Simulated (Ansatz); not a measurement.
# A strain series on SiC (zincblende): biaxial in x and y, z held

SiC built on the zincblende prototype, relaxed with r2SCAN in Ansatz, then strained (biaxial in x and y, z held; changes of length per length, axes as in the cell below) with the atoms relaxed again within the symmetry that is left. Space group F-43m (No. 216), cubic; a = 4.356 Å in the conventional setting, 10.33 Å³ an atom. Si is surrounded by 4 C at 1.89 Å; C is surrounded by 4 Si at 1.89 Å. The values are computed, spin-unpolarised, and not measurements.

```yaml
crystal:
  lattice:
    - [0.00000, 2.17805, 2.17805]
    - [2.17805, 0.00000, 2.17805]
    - [2.17805, 2.17805, 0.00000]
  atoms:
    - { symbol: Si, position: [0.00000, 0.00000, 0.00000] }
    - { symbol: C, position: [0.25000, 0.25000, 0.25000] }
```

Gaps are the least over each mesh (PBE 10×10×10, r2SCAN 10×10×10, HSE06 8×8×8 when unstrained) and the special points, which keep their unstrained names; stress is the change from the unstrained cell, compression positive.

```
strain (%)  gap, PBE (eV)  gap, r2SCAN (eV)  gap, HSE06 (eV)  edges, HSE06  in-plane stress, r2SCAN (GPa)  energy rise, r2SCAN (meV/atom)
     -3.16          1.120             1.485            2.003         Γ → X                         +19.68                            37.8
     -0.31          1.336             1.692            2.206         Γ → X                          +1.72                             0.4
       0.0          1.358             1.713            2.227         Γ → X                           0.00                             0.0
     +1.54          1.229             1.570            2.082         Γ → X                          -7.94                             8.1
```

Between zero and the nearest strains the slope of the HSE06 gap against strain is +0.067 eV per percent for negative and -0.094 for positive strain; it falls either way, as happens when edge states split or other valleys take over.

The meshes of the hybrids are coarse, so their gaps aren't converged to the digits shown.
